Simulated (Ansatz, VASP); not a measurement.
# Zn36HNO35 (N-H pair in ZnO): VASP beside Ansatz, part 2 of 2

One calculation is typed for both programs; each brings its own data sets. How far apart do they land? The cell is taken from a series of runs on this material, whose earlier steps may have relaxed, scaled, displaced or heated it; both programs get it as it stands.

VASP 6.6.1 and Ansatz 0.2.0.

So far. Step 2 (VASP: single point, r2SCAN): The run ends at a pressure of 0.83 GPa, with forces up to 4.4 eV/Å.

**3. Ansatz: single point, r2SCAN**

Level of this step: Ansatz beside VASP: Kohn-Sham DFT, plane waves, r2SCAN (Ansatz).

Ansatz runs on its default PAW (the set named soft_2) files.

The same cell, functional, mesh and smearing now go to Ansatz.

Contents of input.yaml:

```yaml
crystal:
  lattice:
    - [9.70585879, 0.0, 0.0]
    - [-4.8529294, 8.40552028, 0.0]
    - [0.0, 0.0, 10.42205777]
  atoms:
    - { symbol: Zn, position: [0.10736481, 0.2194164, 0.249356815] }
    - { symbol: Zn, position: [0.220330186, 0.10972314, 4.4483e-05] }
    - { symbol: O, position: [0.21960858, 0.109645127, 0.189852981] }
    - { symbol: O, position: [0.115729906, 0.225869034, 0.439059508] }
    - { symbol: Zn, position: [0.113661694, 0.225144885, 0.747062518] }
    - { symbol: Zn, position: [0.2206887, 0.108316374, 0.499364081] }
    - { symbol: O, position: [0.222160724, 0.110407721, 0.689308232] }
    - { symbol: O, position: [0.110203576, 0.220859601, 0.937105886] }
    - { symbol: Zn, position: [0.107348458, 0.555385859, 0.249462444] }
    - { symbol: Zn, position: [0.219811955, 0.442962567, -0.004583793] }
    - { symbol: O, position: [0.211496463, 0.439388576, 0.184639547] }
    - { symbol: O, position: [0.115885245, 0.555761305, 0.439175395] }
    - { symbol: Zn, position: [0.113667583, 0.555902933, 0.747062095] }
    - { symbol: Zn, position: [0.236179704, 0.450736522, 0.494071809] }
    - { symbol: O, position: [0.227118789, 0.447158015, 0.685049961] }
    - { symbol: O, position: [0.110160145, 0.555619432, 0.937123822] }
    - { symbol: Zn, position: [0.107449709, 0.887428796, 0.249827108] }
    - { symbol: Zn, position: [0.220399685, 0.77669281, 2.6758e-05] }
    - { symbol: O, position: [0.219658552, 0.777211835, 0.189852622] }
    - { symbol: O, position: [0.107205762, 0.886523873, 0.439667984] }
    - { symbol: Zn, position: [0.109550907, 0.88841067, 0.750140079] }
    - { symbol: Zn, position: [0.220906871, 0.778196739, 0.499295517] }
    - { symbol: O, position: [0.222219014, 0.778912916, 0.689241992] }
    - { symbol: O, position: [0.109049858, 0.887637696, 0.940020478] }
    - { symbol: Zn, position: [0.442376073, 0.222300936, 0.249755246] }
    - { symbol: Zn, position: [0.556055378, 0.111116773, 0.00167102] }
    - { symbol: O, position: [0.554046623, 0.11089517, 0.190948398] }
    - { symbol: O, position: [0.442421257, 0.216463535, 0.439576578] }
    - { symbol: Zn, position: [0.442524841, 0.218787041, 0.752978148] }
    - { symbol: Zn, position: [0.558864045, 0.112619536, 0.500520669] }
    - { symbol: O, position: [0.55683843, 0.112192117, 0.690354249] }
    - { symbol: O, position: [0.442777946, 0.22000137, 0.941777218] }
    - { symbol: Zn, position: [0.430814477, 0.549733372, 0.241287482] }
    - { symbol: Zn, position: [0.555102458, 0.443446522, -0.001601416] }
    - { symbol: O, position: [0.551561424, 0.443183022, 0.187620431] }
    - { symbol: "N", position: [0.462953386, 0.565225491, 0.436452816] }
    - { symbol: Zn, position: [0.447437011, 0.557633363, 0.749927643] }
    - { symbol: Zn, position: [0.551153269, 0.431597248, 0.509052605] }
    - { symbol: O, position: [0.556595348, 0.441959594, 0.696689842] }
    - { symbol: O, position: [0.443331085, 0.554921842, 0.939757868] }
    - { symbol: Zn, position: [0.442437478, 0.888021314, 0.249710909] }
    - { symbol: Zn, position: [0.555210268, 0.778065565, -0.001883149] }
    - { symbol: O, position: [0.551752465, 0.776395758, 0.187257932] }
    - { symbol: O, position: [0.442610993, 0.89258551, 0.439533964] }
    - { symbol: Zn, position: [0.442664293, 0.891360561, 0.752700078] }
    - { symbol: Zn, position: [0.551738019, 0.78607175, 0.508496104] }
    - { symbol: O, position: [0.556762177, 0.782157863, 0.696364173] }
    - { symbol: O, position: [0.442769082, 0.889246095, 0.941530899] }
    - { symbol: Zn, position: [0.776173082, 0.221795174, 0.249951956] }
    - { symbol: Zn, position: [0.889001264, 0.110992891, -0.000370841] }
    - { symbol: O, position: [0.885724753, 0.109185265, 0.189524512] }
    - { symbol: O, position: [0.780218292, 0.223187007, 0.439730806] }
    - { symbol: Zn, position: [0.779080128, 0.223286008, 0.749815843] }
    - { symbol: Zn, position: [0.892914485, 0.113250247, 0.499024386] }
    - { symbol: O, position: [0.890901807, 0.113085003, 0.689001322] }
    - { symbol: O, position: [0.777503082, 0.221926444, 0.939754699] }
    - { symbol: Zn, position: [0.77247838, 0.552424435, 0.250653924] }
    - { symbol: Zn, position: [0.888982631, 0.444106635, -0.000270143] }
    - { symbol: O, position: [0.885694964, 0.44384472, 0.189654265] }
    - { symbol: O, position: [0.775834403, 0.551798985, 0.441305812] }
    - { symbol: Zn, position: [0.780618624, 0.55615354, 0.751052097] }
    - { symbol: Zn, position: [0.892979478, 0.44561087, 0.499055588] }
    - { symbol: O, position: [0.890915556, 0.445149676, 0.689029981] }
    - { symbol: O, position: [0.777922415, 0.555363278, 0.94056699] }
    - { symbol: Zn, position: [0.772565935, 0.887494434, 0.250480176] }
    - { symbol: Zn, position: [0.887389434, 0.776722194, 0.00182406] }
    - { symbol: O, position: [0.884505515, 0.775797933, 0.19169201] }
    - { symbol: O, position: [0.776348943, 0.890161969, 0.441000326] }
    - { symbol: Zn, position: [0.780698104, 0.891937469, 0.750909963] }
    - { symbol: Zn, position: [0.88507896, 0.775378414, 0.499917235] }
    - { symbol: O, position: [0.887840944, 0.77747952, 0.68980574] }
    - { symbol: O, position: [0.778043173, 0.888877244, 0.94042347] }
    - { symbol: H, position: [0.610437824, 0.636302454, 0.387525506] }
basis:
  ecutwfc: 500
  xc_grid: 2
hamiltonian:
  xc: r2scan
kpoints:
  mp_grid: { grid: [1, 1, 1], shift: [0.25, 0.25, 0.25] }
scf:
  occupations: { method: fermi_dirac, width: 0.01 }
  max_iter: 120
output:
  forces: true
checkpoint:
  read: "../relax.run"
```

Launch:

```console
$ ansatz run input.yaml --threads 2 --pin off --max-ram 4710MiB --backend cpu --events-out ev --progress --plain --runs-dir out
```

Numbers of over 12 decimals in the logs are rounded to 6 here.

Log:

```text
Warning: checkpoint.read: the run can stay near the saved state's solution: 5 site(s) moved relative to the saved geometry (max |Δs| = 3.202e-2 fractional); the SCF starts from the saved state under `checkpoint.density_extrapolation: transplant`, in force with no word given; its orbitals are not used off its sites. A run without `checkpoint.read` takes nothing of the state. A lower free energy from it at the same positions (and U, V and field ramp, if any) shows a solution that this start missed, and an equal or higher one rules none out (checkpoint.read, Limitations, in the input reference)
Engine: ansatz 0.2.0, aarch64-unknown-linux-gnu
Pseudopotentials: kind: paw
Pseudopotential: Zn, paw, valence charge 12, recommended cutoff 500 eV (meta_gga), Zn.paw.azcp
Pseudopotential: O, paw, valence charge 6, recommended cutoff 500 eV (meta_gga), O.paw.azcp
Pseudopotential: N, paw, valence charge 5, recommended cutoff 500 eV (meta_gga), N.paw.azcp
Pseudopotential: H, paw, valence charge 1, recommended cutoff 500 eV (meta_gga), H.paw.azcp
Functional definition: r2SCAN
  parameter k0 = 0.174
  parameter k1 = 0.065
  parameter a1 = 4.9479
  exchange = r2scan_x(k0 = k0, k1 = k1, a1 = a1)
  correlation = r2scan_c
Crystal: 73 atoms, lattice volume = 850.261 Å³
Basis set: ecut = 500 eV, 21585 PW (Γ), exchange–correlation on 144×144×160 points (8 copies of the dense FFT grid, shifted against one another)
Bands: 397, of which v1, the nominal top of the filled ones, is band 324 counted from 1 (323 counted from 0)
Symmetry: 1 space group operations
Space group: P1 (ITA 1), of the structure as read, at distance tolerance 9.5e-5 Å
k-points: 1
Non-local potential: Zn, projectors of the file, l = 0: 2, l = 1: 2, l = 2: 3, l = 3: 1
Non-local potential: O, projectors of the file, l = 0: 2, l = 1: 2, l = 2: 1
Non-local potential: N, projectors of the file, l = 0: 2, l = 1: 2, l = 2: 1
Non-local potential: H, projectors of the file, l = 0: 2, l = 1: 1
PAW form: soft (Blöchl's): semilocal exchange-correlation on the pseudo side does not see the compensation charge
PAW frozen core: Zn, regenerated for the run's functional (the file was generated under x = pbe(κ = 0.804, μ = 0.219515), c = pbe(β = 0.066725))
PAW frozen core: O, regenerated for the run's functional (the file was generated under x = pbe(κ = 0.804, μ = 0.219515), c = pbe(β = 0.066725))
PAW frozen core: N, regenerated for the run's functional (the file was generated under x = pbe(κ = 0.804, μ = 0.219515), c = pbe(β = 0.066725))
PAW one-centre angular grid: Zn, 590 points (default); XC on 261 of its mesh's 2673 points in the sphere
PAW one-centre angular grid: O, 302 points (default); XC on 160 Gauss nodes
PAW one-centre angular grid: N, 302 points (default); XC on 160 Gauss nodes
PAW one-centre angular grid: H, 302 points (default); XC on 160 Gauss nodes
Initial density: read from a saved state, or passed on in memory by an earlier SCF of this step, an earlier step, the calling program or the single point that the run made first, carried with its atoms to this geometry
Initial wavefunctions: pseudopotential atomic-orbital guess
Functional: x = r2scan, c = r2scan; τ floored in thin density (d = 2e-4 eV/Å³)
iter 1 solved again at ethr=7.17e-5 eV; its pass at ethr=3.10e-3 eV (dr2=4.64e-1 eV) is discarded
SCF iter   1: F=—  HF=-140048.434461 eV  |F-HF|=—  |Δ(HF+E_count)|=         —  Δρ=8.33e-3  dr2=4.69e-1  dr2_τ=9.62e-2  ethr=7.17e-5  ⟨swp⟩=3.0  Hψ=2099  notcnv=0
preconditioner: auto → Resta (q_TF=auto, 2.608 Å⁻¹)  ε∞=6.8  [insulator: Δε(μ)=2.520 eV  Ē_g=13.481 eV  σ=0.010 eV  W_gap=1.00  n_scr=242 (ndim 8)  ℏωp=32.4 eV  f_vac=0.034  D(μ)=0.00/eV (n_scr^D=0)  ε∞_Penn≈6.8]
SCF iter   2: F=—  HF=-140048.375181 eV  |F-HF|=—  |Δ(HF+E_count)|=   5.93e-2  Δρ=3.46e-3  dr2=4.17e-2  dr2_τ=1.26e-2  ethr=7.17e-5  ⟨swp⟩=3.0  Hψ=832  notcnv=0
SCF iter   3: F=—  HF=-140048.375706 eV  |F-HF|=—  |Δ(HF+E_count)|=   5.25e-4  Δρ=1.55e-3  dr2=8.87e-3  dr2_τ=4.88e-4  ethr=6.43e-6  ⟨swp⟩=2.0  Hψ=751  notcnv=0  defer=62
SCF iter   4: F=—  HF=-140048.375935 eV  |F-HF|=—  |Δ(HF+E_count)|=   2.29e-4  Δρ=2.28e-4  dr2=3.12e-4  dr2_τ=2.02e-5  ethr=1.37e-6  ⟨swp⟩=2.0  Hψ=624  notcnv=0  defer=42
automatic band count: iteration 4 solves 375 bands in place of 397: the levels show a gap, and the empty bands left out lie too high to hold charge; the band table lists the bands solved (type scf.n_extra_bands for more)
SCF iter   5: F=—  HF=-140048.375888 eV  |F-HF|=—  |Δ(HF+E_count)|=   4.74e-5  Δρ=9.91e-5  dr2=9.89e-5  dr2_τ=2.13e-6  ethr=4.82e-8  ⟨swp⟩=2.0  Hψ=620  notcnv=0  defer=42
SCF iter   6: F=—  HF=-140048.376545 eV  |F-HF|=—  |Δ(HF+E_count)|=   6.58e-4  Δρ=5.87e-5  dr2=3.49e-5  dr2_τ=1.67e-6  ethr=1.53e-8  ⟨swp⟩=2.0  Hψ=619  notcnv=0  defer=42
SCF iter   7: F=—  HF=-140048.376544 eV  |F-HF|=—  |Δ(HF+E_count)|=   1.62e-6  Δρ=1.48e-5  dr2=3.86e-6  dr2_τ=1.44e-7  ethr=5.38e-9  ⟨swp⟩=2.0  Hψ=649  notcnv=0  defer=42
SCF iter   8: F=—  HF=-140048.376544 eV  |F-HF|=—  |Δ(HF+E_count)|=   1.32e-7  Δρ=5.09e-6  dr2=3.43e-7  dr2_τ=1.78e-8  ethr=5.95e-10  ⟨swp⟩=2.0  Hψ=620  notcnv=0  defer=42
SCF iter   9: F=-140048.376544 eV  HF=-140048.376544 eV  |F-HF|=5.56e-8  |Δ(HF+E_count)|=   2.28e-8  Δρ=3.12e-6  dr2=6.45e-8  dr2_τ=7.10e-9  ethr=1.54e-11  ⟨swp⟩=4.0  Hψ=1334  notcnv=0
SCF 1 converged in 9 iterations: F = -140048.376544 eV  dr2 = 6.45e-8
  greatest PAW one-centre occupation: 0.987 electrons in one spin orbital (limit 2), on the Zn atom at site 13 (counted from 0), in its partial waves of l = 2
SCF converged after 9 iterations
Free energy (F): -140048.376544 eV
Harris-Foulkes:  -140048.376544 eV  (|F-HF|=5.56e-8)
Internal energy: -140048.376544 eV  (E = F + TS)
E sigma→0 (E₀):  -140048.376544 eV
Fermi energy:    8.286934 eV
--- Per-component energies (eV) ---
  E_band       = 916.755100
  E_kinetic    = 10996.204432
  E_local      = -71909.800448  (includes V_loc(G=0)·N_el)
  E_nonlocal   = 24160.165195
  E_hartree    = 29674.774270
  E_xc         = -7065.970103
  E_vxc        = -5676.878144  (∫ρ·V_xc dr)
  E_paw        = -72486.698436  (= ΣΔE_a)
  E_vpaw       = -16346.017896  (= ΣTr[D̂ρ^β])
  E_aug_tail   = 0.032058  (compensation charges beyond the density's cutoff)
  E_vtau       = 343.536352  (kinetic-family band-sum trace: ∫τ·v_τ [+ j·A + Jᵃ·Aᵃ] dr)
  E_ewald      = -53409.361740
  E_core_change = -7.721771  (= ΣΔE_core)
  E_smearing   = -0.000000  (= −TS)
  E_closure    = -0.000000  (closes the sum)
  Σ components = -140048.376544   (vs F -140048.376544, Δ=0.00e0)
--- Forces (eV/Å), atoms counted from 1 ---
  atom   1  Zn     0.00788412     0.01572988    -0.01335631
  atom   2  Zn     0.00349623     0.00422765    -0.00187663
  atom   3  O     -0.00597861    -0.00856076    -0.00089121
  atom   4  O     -0.01379477    -0.01011406     0.00513186
  atom   5  Zn     0.00932865    -0.00322252     0.00270931
  atom   6  Zn     0.01817997     0.00925458    -0.00075575
  atom   7  O     -0.00700957    -0.00205468    -0.00160868
  atom   8  O     -0.00194408    -0.00281225    -0.00588000
  atom   9  Zn     0.01754171     0.00039232    -0.00896857
  atom  10  Zn     0.00300224     0.00231152     0.00489517
  atom  11  O     -0.01885539    -0.01270062    -0.01743719
  atom  12  O     -0.01605883    -0.00530856     0.00186280
  atom  13  Zn     0.00175439     0.00975613     0.00347725
  atom  14  Zn    -0.20882972    -0.12537067     0.06565316
  atom  15  O     -0.00948899    -0.00495167    -0.01027418
  atom  16  O     -0.00313114    -0.00153594    -0.00600685
  atom  17  Zn     0.01431219     0.00748606    -0.00594941
  atom  18  Zn     0.00574076     0.00171964    -0.00201600
  atom  19  O     -0.01156095    -0.00073938    -0.00157888
  atom  20  O     -0.01668523    -0.00915940    -0.00151059
  atom  21  Zn     0.00541337     0.00187256     0.00021802
  atom  22  Zn     0.01581844     0.00683157    -0.00069398
  atom  23  O     -0.00603238    -0.00339018    -0.00146089
  atom  24  O     -0.00418914    -0.00219737    -0.00094394
[...]
atom  66  Zn    -0.00212998    -0.00110361    -0.01428972
  atom  67  O      0.00175919     0.00118867     0.00954788
  atom  68  O      0.07100875     0.05414177    -0.02499533
  atom  69  Zn    -0.00851166    -0.01056400     0.00517828
  atom  70  Zn     0.05109895     0.02962121     0.05402627
  atom  71  O     -0.00017136     0.00089164    -0.01810605
  atom  72  O      0.00924220     0.00326657    -0.00311229
  atom  73  H     -3.54993876    -1.93226854     1.70248057
  max |Σ_I F_I| component: 1.39e-1 eV/Å
```

The column dr2 measures how far the density is from self-consistency, as an energy; F and HF (Harris–Foulkes) agree once it is small.

**4. Differences**

Known differences besides the potentials themselves: VASP keeps PBE cores, Ansatz makes them for the functional; the cutoff is 500 eV in Ansatz and 580 eV in VASP (PREC = Accurate, projectors in real space). Total energies have different zeros and are not compared.

The two programs side by side:

```
              quantity  Ansatz   VASP  difference
gap on the k mesh (eV)   2.654  2.657      -0.003
```

Forces on 9 of the 73 atoms, those with the largest forces and the largest differences (eV/Å; atoms numbered as in POSCAR):

```
atom         Ansatz x, y, z           VASP x, y, z
 Zn7    0.002, 0.010, 0.003   0.010, 0.007, -0.032
 Zn8  -0.209, -0.125, 0.066  -0.188, -0.112, 0.072
Zn15   0.002, 0.007, -0.004  -0.003, 0.002, -0.037
Zn17    0.148, 0.085, 0.307    0.152, 0.087, 0.325
Zn20  -0.204, 0.198, -0.134  -0.217, 0.207, -0.166
Zn24  0.066, -0.262, -0.131  0.075, -0.280, -0.148
 O53  0.055, -0.046, -0.076  0.048, -0.041, -0.076
 N72   3.498, 1.908, -1.612   3.490, 1.903, -1.616
 H73  -3.550, -1.932, 1.702  -3.533, -1.922, 1.688
```

The forces differ by 9.7 meV/Å r.m.s., which is 2.3 % of the r.m.s. force of 0.416 eV/Å (both taken over all components). A gap on the mesh is an upper bound, since the band edges may lie between its points.

**5. Results**

| Quantity | Value |
| --- | --- |
| r.m.s. force difference (single point, r2SCAN) | 2.3 % of the r.m.s. force |

**Reading.** The r.m.s. force difference is 2.3 % of the r.m.s. force (single point, r2SCAN), within the 3 % picked in this series as the mark of a large difference. How closely two codes agree says nothing of how well the functional describes the real material.

[Lines on the potential files, build, host, timing and source positions are cut from VASP's logs without a mark.]

[Logs are printed without paths, hosts, clocks, repeated set-up lines and the standing remarks that a program may print on its own settings, such as how far it seeks lower states.]

[Hosts, paths, dates, database ids (printed as entryN), source tags and the programs' standing remarks are cut or masked in the printed files.]
